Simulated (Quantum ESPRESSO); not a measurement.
Crystal: Rh.

```xyz
1
Lattice="0.0000 1.8979 1.8979 1.8979 0.0000 1.8979 1.8979 1.8979 0.0000" Properties=species:S:1:pos:R:3 pbc="T T T"
Rh    0.0000    0.0000    0.0000
```

Base run:

```yaml
Program: Quantum ESPRESSO 7.5
Functional: EV93PW91
Potentials_or_basis: SG15 PBE 1.2
Cutoff: 952 eV
Density_cutoff: 3810 eV
k_mesh: 12 × 12 × 12
Occupations: fermi-dirac, width 0.05 eV
Spin: no spin polarisation
```

Its results: band gap on the k mesh none (metal or under the smearing width); pressure 36.2 GPa.

After a change of settings the same cell gave: band gap on the k mesh none (metal or under the smearing width); pressure -11.3 GPa. Which change was it?
A. functional from EV93PW91 to r2SCAN; k mesh from 12 × 12 × 12 to 9 × 9 × 9
B. functional from EV93PW91 to LDA
C. functional from EV93PW91 to M06L; k mesh from 12 × 12 × 12 to 9 × 9 × 9
D. functional from EV93PW91 to rSCAN; k mesh from 12 × 12 × 12 to 9 × 9 × 9

B.

Caveats: the potentials were made for another functional, which shifts forces and pressure; the potentials were made for a functional far from this one (some runs); a pressure of tens of GPa on the cell as given is suspect, and the run, the potentials or the cell itself is likely at fault (some runs).

The runs don't all hold the same shells in valence.

Runs at the PBE level aren't shown here.
